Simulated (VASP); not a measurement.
C2O2H4, 8 atoms in the cell. The cell holds a molecule in a box, 8 atoms: a = 13.000 Å, b = 12.000 Å, c = 12.000 Å, α = 90.00°, β = 90.00°, γ = 90.00°. 

| Item | Value |
| --- | --- |
| Program | VASP 6.6.1 |
| Task | single point |
| Functional | PBE0 |
| Dispersion | D3(BJ) |
| Potentials or basis | VASP PAW PBE potentials, release 64 (C, O, H) |
| Cutoff | 520 eV |
| k mesh | 1 × 1 × 1 |
| Occupations | gaussian, width 0.01 eV |
| Spin | no spin polarisation |
| Grid for exact exchange (PRECFOCK) | Normal |
| Exchange at q = 0 | default |
| Further INCAR settings | ALGO = Normal; EDIFF = 1e-07 |

Potentials or basis: VASP PAW PBE potentials, release 64 (C, O, H).

Launch:

```console
$ cat potpaw_PBE.64/C/POTCAR potpaw_PBE.64/O/POTCAR potpaw_PBE.64/H/POTCAR > POTCAR
$ cp INCAR.step1 INCAR
$ mpirun -np 1 vasp_gam > vasp.out
$ cp INCAR.step2 INCAR
$ mpirun -np 1 vasp_gam > vasp.out
```

Hardware: 1 thread of Intel(R) Xeon(R) 6975P-C (Granite Rapids), on a shared host.

Task: Estimate the wall time of this run.

Result: Run time: 8.5 min on 1 thread of Intel(R) Xeon(R) 6975P-C (Granite Rapids), with other jobs on the host, peak memory 1.4 GiB. Counts: scf iterations 60, k points 1.
